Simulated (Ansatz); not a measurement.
Computed with DFT PBE, scalar-relativistic, plane waves, PAW (Ansatz 0.2.0). All cells share a 420 eV cutoff and Γ-centred k meshes spaced at most about 0.3 Å⁻¹ (about 0.25 or finer for metals, 2π included). No spin polarisation.

These are static total energies at zero pressure. Both are relaxed sheets, periodic along a and b.

Two relaxed structures of Mg:

A.

```yaml
crystal:
  periodic: [true, true, false]
  lattice:
    - [2.96228, 0.00000, 0.00000]
    - [0.00000, 2.96228, 0.00000]
    - [0.00000, 0.00000, 30.10379]
  atoms:
    - { symbol: Mg, position: [0.00000, 0.00000, 0.23096] }
    - { symbol: Mg, position: [0.00000, 0.00000, 0.33375] }
```

B.

```yaml
crystal:
  periodic: [true, true, false]
  lattice:
    - [3.10048, 0.00000, 0.00000]
    - [-1.55024, 2.68510, 0.00000]
    - [0.00000, 0.00000, 29.23643]
  atoms:
    - { symbol: Mg, position: [0.33333, 0.66667, 0.22764] }
    - { symbol: Mg, position: [0.66667, 0.33333, 0.31962] }
```

Problem. Which is lower in energy, and by how much?

Solution. B is lower, by 282 meV/atom. A has layer group p4/mmm (No. 61), 4.4 Å²/atom and no gap on its mesh; B has layer group p-3m1 (No. 72), 4.2 Å²/atom and no gap. Counting all near atoms (those within 1.25 times the shortest distance at each site), A has Mg 5 and B has Mg 9. In A, Mg at height 0.00 Å has 5 Mg at 2.96–3.09 Å. In B, Mg at height 0.00 Å has 9 Mg at 3.10–3.23 Å. Both come from invented guesses.

Cells relaxed within their symmetry can be saddle points.
